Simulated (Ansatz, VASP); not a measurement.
## Two plane-wave programs on SnTe

INCAR

```
  ALGO = Normal
  EDIFF = 1E-7
  ENCUT = 520
  GGA = PS
  ISIF = 2
  ISMEAR = -1
  LASPH = T
  LCHARG = F
  LREAL = F
  LWAVE = F
  NBANDS = 17
  NELM = 100
  PREC = Accurate
  SIGMA = 0.05
```

The input KPOINTS:

```
k-points
0
Gamma
  7 7 7
```

POSCAR

```
SnTe
1.0
    0.0000000000      3.6111460000      3.6111460000
    3.6111460000      0.0000000000      3.6111460000
    3.6111460000      3.6111460000      0.0000000000
Te Sn
1 1
Direct
    0.2510420000      0.2569570000      0.2411300000
    0.0078840000     -0.0047240000     -0.0072590000
```

File input.yaml:

```yaml
crystal:
  lattice:
    - [0.0, 3.611146, 3.611146]
    - [3.611146, 0.0, 3.611146]
    - [3.611146, 3.611146, 0.0]
  atoms:
    - { symbol: Te, position: [0.251042, 0.256957, 0.24113] }
    - { symbol: Sn, position: [0.007884, -0.004724, -0.007259] }
hamiltonian:
  xc: pbesol
  pseudopotentials: { kind: paw }
kpoints:
  mp_grid: { grid: [7, 7, 7] }
scf:
  occupations: { method: fermi_dirac, width: 0.05 }
output:
  forces: true
  stress: true
  eigenvalues: true
```

Change from the starting cell: atoms moved at random, drawn with an rms of 0.05 Å.

Alike in both runs: task single point; functional PBEsol; k mesh 7 × 7 × 7; occupations fermi-dirac, width 0.05 eV; no spin polarisation.

|  | VASP | Ansatz |
| --- | --- | --- |
| version | VASP 6.6.1 | Ansatz 0.2.0 |
| potentials or method | VASP PAW PBE potentials, release 64 (Te, Sn_d) | Ansatz PAW |
| plane-wave cutoff (eV) | 520 | 420 |
| valence electrons in the cell | 20 | 30 |

|  | VASP | Ansatz | Ansatz less VASP |
| --- | --- | --- | --- |
| gap on the k mesh at the Fermi level (eV) | 0.25 | 0.26 | +0.004 |
| least direct gap on the mesh (eV) | 0.79 | 0.79 | +0.002 |
| pressure (GPa) | -1.4 | -1.4 | 0.00 |
| largest component of the traceless stress (GPa) | 0.20 | 0.19 | -0.004 |
| rms of the force components (eV/Å) | 0.068 | 0.068 | -0.0005 |

Atom by atom the forces differ by 0.001 eV/Å (rms over components). The two sets of potentials don't hold the same shells in valence.

Caveats: spin-orbit coupling is left out, which moves the levels of the heavy elements; the PAW data sets were made with another functional, which shifts forces and pressure a little (VASP); an odd mesh through Γ misses points on the zone boundary, where band edges often lie (VASP); odd divisions of the mesh miss points on the zone boundary, where band edges often lie, so the gap on the mesh can be too wide (Ansatz); the PAW data sets come from PBE, with cores solved anew for the run's functional, which leaves a small shift of forces and pressure (Ansatz).
